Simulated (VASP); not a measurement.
# SnO2 (Fm-3m) in VASP: further runs

The runs below take SnO2 through single point, relaxation of cell and atoms, with PBE, r2SCAN, MS2, r2SCAN+rVV10.

All numbers are computed with VASP 6.6.1; they aren't measurements. Logs are shortened: lines on timing, memory, paths and dates and some standing lists are left out, and cuts for length are marked.

**1. The crystal as given**

It takes space group Fm-3m (No. 225, cubic). The conventional cell has a = 5.148 Å, b = 5.148 Å, c = 5.148 Å, α = 90.00°, β = 90.00°, γ = 90.00°. Sn (site symmetry m-3m) has 8 O at 2.23 Å as nearest neighbours. O (site symmetry -43m) is surrounded by 4 Sn at 2.23 Å.

Measurements of this composition are mostly on another form, of space group No. 136.

**2. Single point, PBE**

The input, INCAR:

```
SYSTEM = SnO2
ALGO     = Normal         ! electronic algorithm
EDIFF    = 1E-7           ! SCF threshold, eV
ENCUT    = 450            ! plane-wave cutoff, eV
GGA      = PE             ! functional
ISIF     = 2              ! what is computed and relaxed
ISMEAR   = 0              ! smearing method
LASPH    = .True.         ! aspherical terms in the spheres
LCHARG   = .True.         ! write CHGCAR
LELF     = .True.         ! ELF
LREAL    = .False.        ! projectors in reciprocal space
LVHAR    = .True.       
LWAVE    = .False.        ! write WAVECAR
NELM     = 60             ! most SCF steps
PREC     = Accurate       ! precision mode
SIGMA    = 0.02           ! smearing width, eV
```

The input, KPOINTS:

```
k-points
0
Gamma
  4 4 4
  0 0 0
```

The input, POSCAR:

```
SnO2
1.0
    0.0000000000      2.5741500000      2.5741500000
    2.5741500000      0.0000000000      2.5741500000
    2.5741500000      2.5741500000      0.0000000000
Sn O
1 2
Direct
    0.0000000000      0.0000000000      0.0000000000
    0.7500000000      0.7500000000      0.7500000000
    0.2500000000      0.2500000000      0.2500000000
```

Potentials or basis: VASP PAW PBE potentials, release 64 (Sn_d_GW, O_GW).

On the command line:

```bash
cat potpaw_PBE.64/Sn_d_GW/POTCAR potpaw_PBE.64/O_GW/POTCAR > POTCAR
mpirun -np 1 vasp_std > vasp.out
```

OUTCAR:

```text
SYSTEM = SnO2
   EDIFF = 1E-7
   ENCUT = 450
   GGA = PE
   ISIF = 2
   ISMEAR = 0
   LASPH = .True.
   LREAL = .False.
   NELM = 60
   PREC = Accurate

 ion  position               nearest neighbor table
   1  0.000  0.000  0.000-   2 2.23   3 2.23   2 2.23   2 2.23   2 2.23   3 2.23   3 2.23   3 2.23

   2  0.750  0.750  0.750-   1 2.23   1 2.23   1 2.23   1 2.23
   3  0.250  0.250  0.250-   1 2.23   1 2.23   1 2.23   1 2.23

  LATTYP: Found a face centered cubic cell.
 ALAT       =     5.1483000000

  Lattice vectors:

 A1 = (   0.0000000000,   2.5741500000,   2.5741500000)
 A2 = (   2.5741500000,   0.0000000000,   2.5741500000)
 A3 = (   2.5741500000,   2.5741500000,   0.0000000000)

Analysis of symmetry for initial positions (statically):
=====================================================================
 Subroutine PRICEL returns:
 Original cell was already a primitive cell.

 Routine SETGRP: Setting up the symmetry group for a
 face centered cubic supercell.

 Subroutine GETGRP returns: Found 48 space group operations
 (whereof 48 operations were pure point group operations)
 out of a pool of 48 trial point group operations.

The static configuration has the point symmetry O_h .

Analysis of symmetry for dynamics (positions and initial velocities):
=====================================================================
 Subroutine PRICEL returns:
 Original cell was already a primitive cell.

 Routine SETGRP: Setting up the symmetry group for a
 face centered cubic supercell.

 Subroutine GETGRP returns: Found 48 space group operations
 (whereof 48 operations were pure point group operations)
 out of a pool of 48 trial point group operations.

The dynamic configuration has the point symmetry O_h .

 Subroutine INISYM returns: Found 48 space group operations
 (whereof 48 operations are pure point group operations),
 and found     1 'primitive' translations

----------------------------------------------------------------------------------------

                                     Primitive cell

  volume of cell :      34.1139

  direct lattice vectors                    reciprocal lattice vectors
     0.000000000  2.574150000  2.574150000    -0.194238875  0.194238875  0.194238875
     2.574150000  0.000000000  2.574150000     0.194238875 -0.194238875  0.194238875
     2.574150000  2.574150000  0.000000000     0.194238875  0.194238875 -0.194238875

  length of vectors
     3.640397842  3.640397842  3.640397842     0.336431600  0.336431600  0.336431600

  position of ions in fractional coordinates (direct lattice)
     0.000000000  0.000000000  0.000000000
     0.750000000  0.750000000  0.750000000
     0.250000000  0.250000000  0.250000000

  ion indices of the primitive-cell ions
   primitive index   ion index
                 1           1
                 2           2
                 3           3

----------------------------------------------------------------------------------------

 KPOINTS: k-points

Automatic generation of k-mesh.
 Grid dimensions read from file:
 generate k-points for:    4    4    4

 Generating k-lattice:

  Cartesian coordinates                     Fractional coordinates (reciprocal lattice)
    -0.048559719  0.048559719  0.048559719     0.250000000  0.000000000  0.000000000
     0.048559719 -0.048559719  0.048559719     0.000000000  0.250000000  0.000000000
     0.048559719  0.048559719 -0.048559719     0.000000000  0.000000000  0.250000000

  Length of vectors
     0.084107900  0.084107900  0.084107900

  Shift w.r.t. Gamma in fractional coordinates (k-lattice)
     0.000000000  0.000000000  0.000000000

 Subroutine IBZKPT returns following result:
 ===========================================

 Found      8 irreducible k-points:

 Following reciprocal coordinates:
            Coordinates               Weight
  0.000000  0.000000  0.000000      1.000000
  0.250000  0.000000  0.000000      8.000000
  0.500000  0.000000  0.000000      4.000000
  0.250000  0.250000  0.000000      6.000000
  0.500000  0.250000  0.000000     24.000000
 -0.250000  0.250000  0.000000     12.000000
  0.500000  0.500000  0.000000      3.000000
 -0.250000  0.500000  0.250000      6.000000
   k-points           NKPTS =      8   k-points in BZ     NKDIM =      8   number of bands    NBANDS=     17
   number of dos      NEDOS =    301   number of ions     NIONS =      3
   total plane-waves  NPLWV =  21952
   dimension x,y,z NGX =    28 NGY =   28 NGZ =   28
   dimension x,y,z NGXF=    56 NGYF=   56 NGZF=   56
   ions per type =               1   2
   NGX,Y,Z   is equivalent  to a cutoff of  12.79, 12.79, 12.79 a.u.
   NGXF,Y,Z  is equivalent  to a cutoff of  25.57, 25.57, 25.57 a.u.
 SYSTEM =  SnO2
   PREC   = accura    normal or accurate (medium, high low for compatibility)
   ISTART =      0    job   : 0-new  1-cont  2-samecut
   ICHARG =      2    charge: 1-file 2-atom 10-const
   ISPIN  =      1    spin polarized calculation?
   LNONCOLLINEAR =      F non collinear calculations
   LSORBIT =      F    spin-orbit coupling
   LASPH  =      T    aspherical Exc in radial PAW
   ENCUT  =  450.0 eV  33.07 Ry    5.75 a.u.   6.30  6.30  6.30*2*pi/ulx,y,z
   NELM   =     60;   NELMIN=  2; NELMDL= -5     # of ELM steps
   EDIFF  = 0.1E-06   stopping-criterion for ELM
   LREAL  =      F    real-space projection
   EDIFFG = 0.1E-05   stopping-criterion for IOM
   NSW    =      0    number of steps for IOM
   IBRION =     -1    ionic relax: 0-MD 1-quasi-New 2-CG
   NFREE  =      0    steps in history (QN), initial steepest desc. (CG)
   ISIF   =      2    stress and relaxation
   ISYM   =      2    0-nonsym 1-usesym 2-fastsym
   POTIM  = 0.5000    time-step for ionic-motion
   TEBEG  =    0.0;   TEEND  =   0.0 temperature during run
   PSTRESS=    0.0 pullay stress
   NELECT =      26.0000    total number of electrons
   NUPDOWN=      -1.0000    fix difference up-down
   EMIN   =  10.00;   EMAX   =-10.00  energy-range for DOS
   EFERMI =   0.00;   METHOD = LEGACY
   ISMEAR =     0;   SIGMA  =   0.02  broadening in eV -4-tet -1-fermi 0-gaus
   EFERMI_NEDOS =   21; number of points for ismear=-14 and -15
   IALGO  =     38    algorithm
   IMIX   =      4    mixing-type and parameters
     AMIX     =   0.40;   BMIX     =  1.00
     AMIX_MAG =   1.60;   BMIX_MAG =  1.00
  volume/ion in A,a.u.               =      11.37        76.74
  Fermi-wavevector in a.u.,A,eV,Ry     =   1.495393  2.825884 30.425363  2.236201
  Thomas-Fermi vector in A             =   2.607544
   LORBIT       =      0    0 simple, 1 ext, 2 COOP (PROOUT), +10 PAW based schemes
   GGA     = PE    functional components
   LHFCALC =     F    Hartree Fock is set to
   AEXX    =    0.0000 exact exchange contribution
   IVDW    =     0    specifies the selected vdW correction
   LEPSILON=     F    determine dielectric tensor
   LRPA    =     F    only Hartree local field effects (RPA)
 non-spin polarized calculation
 Gauss-broadening in eV      SIGMA  =   0.02
  energy-cutoff  :      450.00
  volume of cell :       34.11
 maximum number of plane-waves:       754
 NGX is ok and might be reduce to    28
   NGX = 13   NGY = 13   NGZ = 13

 number of electron      25.9999992 magnetization

 Free energy of the ion-electron system (eV)
  ---------------------------------------------------
  ext. energy  EPLUGINS =         0.00000000
  ---------------------------------------------------
  free energy    TOTEN  =       -17.95532767 eV

  energy without entropy =      -17.95466516  energy(sigma->0) =      -17.95499642

 E-fermi :   5.4619     XC(G=0): -11.7203

 val. band max:        5.4481940551   @ k =  -0.2500   0.5000   0.2500
 cond. band min:       8.1451721849   @ k =   0.2500   0.2500   0.0000
 fundamental gap:      2.6969781298
 Fermi energy:         5.4618754621

 k-point     1 :       0.0000    0.0000    0.0000
  band No.  band energies     occupation
      1     -15.0981      2.00000
      2     -15.0981      2.00000
      3     -15.0981      2.00000
      4     -14.9763      2.00000
      5     -14.9763      2.00000
      6     -13.8409      2.00000
[... 9 lines left out ...]
     16      12.4493      0.00000
     17      12.4493      0.00000

 k-point     2 :       0.2500    0.0000    0.0000
  band No.  band energies     occupation
      1     -15.2926      2.00000
      2     -15.0690      2.00000
      3     -15.0690      2.00000
      4     -14.9706      2.00000
      5     -14.9706      2.00000
      6     -13.2161      2.00000
[... 9 lines left out ...]
     16      13.7781      0.00000
     17      13.7781      0.00000

 k-point     3 :       0.5000    0.0000    0.0000
  band No.  band energies     occupation
      1     -15.4977      2.00000
      2     -15.0607      2.00000
      3     -15.0607      2.00000
      4     -14.9434      2.00000
      5     -14.9434      2.00000
      6     -11.8668      2.00000
[... 9 lines left out ...]
     16      15.4960      0.00000
     17      15.4960      0.00000

 k-point     4 :       0.2500    0.2500    0.0000
  band No.  band energies     occupation
      1     -15.3516      2.00000
      2     -15.0286      2.00000
      3     -15.0286      2.00000
      4     -15.0056      2.00000
      5     -14.9567      2.00000
      6     -13.1313      2.00000
[... 9 lines left out ...]
     16      14.8581      0.00000
     17      14.8581      0.00000

 k-point     5 :       0.5000    0.2500    0.0000
  band No.  band energies     occupation
      1     -15.4431      2.00000
      2     -15.1354      2.00000
      3     -15.0071      2.00000
      4     -15.0061      2.00000
      5     -14.9430      2.00000
      6     -11.9877      2.00000
[... 9 lines left out ...]
     16      15.5632      0.00000
     17      16.5042      0.00000

 k-point     6 :      -0.2500    0.2500    0.0000
  band No.  band energies     occupation
      1     -15.3175      2.00000
      2     -15.2253      2.00000
      3     -15.0224      2.00000
      4     -14.9818      2.00000
      5     -14.9779      2.00000
      6     -12.2309      2.00000
[... 9 lines left out ...]
     16      15.0573      0.00000
     17      15.1975      0.00000

 k-point     7 :       0.5000    0.5000    0.0000
  band No.  band energies     occupation
      1     -15.5876      2.00000
      2     -15.0383      2.00000
      3     -14.9559      2.00000
      4     -14.9559      2.00000
      5     -14.9372      2.00000
      6     -12.2133      2.00000
[... 9 lines left out ...]
     16      15.2193      0.00000
     17      17.2148      0.00000

 k-point     8 :      -0.2500    0.5000    0.2500
  band No.  band energies     occupation
      1     -15.3299      2.00000
      2     -15.3299      2.00000
      3     -15.0126      2.00000
      4     -14.9610      2.00000
      5     -14.9559      2.00000
      6     -11.2117      2.00000
[... 9 lines left out ...]
     16      14.7891      0.00000
     17      14.7903      0.00000

------------------------ aborting loop because EDIFF is reached ----------------------------------------

  FORCE on cell =-STRESS in cart. coord.  units (eV):
  Direction    XX          YY          ZZ          XY          YZ          ZX
  --------------------------------------------------------------------------------------
  -------------------------------------------------------------------------------------
  Total       -0.4978371     -0.4978371     -0.4978371     -0.0000000     -0.0000000      0.0000000
  in kB      -23.3811751    -23.3811751    -23.3811751     -0.0000000     -0.0000000      0.0000000
  external PRESSURE =     -23.3811751 kB  Pullay stress =       0.0000000 kB

 VOLUME and BASIS-vectors are now :
 -----------------------------------------------------------------------------
  energy-cutoff  :      450.00
  volume of cell :       34.11
      direct lattice vectors                 reciprocal lattice vectors
     0.000000000  2.574150000  2.574150000    -0.194238875  0.194238875  0.194238875
     2.574150000  0.000000000  2.574150000     0.194238875 -0.194238875  0.194238875
     2.574150000  2.574150000  0.000000000     0.194238875  0.194238875 -0.194238875

 POSITION                                       TOTAL-FORCE (eV/Angst)
 -----------------------------------------------------------------------------------
      0.00000      0.00000      0.00000         0.000000      0.000000      0.000000
      3.86123      3.86123      3.86123        -0.000000     -0.000000     -0.000000
      1.28707      1.28707      1.28707         0.000000      0.000000      0.000000
 -----------------------------------------------------------------------------------
    total drift:                               -0.000000     -0.000000      0.000000

  FREE ENERGIE OF THE ION-ELECTRON SYSTEM (eV)
  ---------------------------------------------------
  free  energy   TOTEN  =       -17.9553276745 eV

  energy  without entropy=      -17.9546651572  energy(sigma->0) =      -17.95499642
```

It took 17 s on 1 thread of Intel Xeon Platinum 8488C (Sapphire Rapids), shared host; peak memory 0.16 GiB.

What came out:

```yaml
Free_energy: -17.9553 eV
Band_gap_on_the_k_mesh: none (metal or under the smearing width)
```

Levels at points of the mesh, in eV from the Fermi level:
| k point | band 10 | band 11 | band 12 | band 13 | band 14 | band 15 | band 16 | band 17 |
| --- | --- | --- | --- | --- | --- | --- | --- | --- |
| (0.00, 0.00, 0.00) | -2.79 | -1.31 | -1.31 | -1.31 | -0.18 | 6.99 | 6.99 | 6.99 |
| (0.50, 0.00, 0.00) | -3.23 | -3.23 | -2.02 | -2.02 | 4.48 | 7.83 | 10.03 | 10.03 |
| (0.50, 0.50, 0.00) | -5.25 | -0.20 | -0.20 | -0.10 | 3.07 | 6.86 | 9.76 | 11.75 |

Caveat: the k mesh is coarse (spacing up to 0.53 Å⁻¹), so the values aren't converged; the cutoff is under 1.25 times the usual one of these potentials, so pressure, stress and relaxed cells hold a basis-set (Pulay) error.

(Part 1 of 2 ends here.)
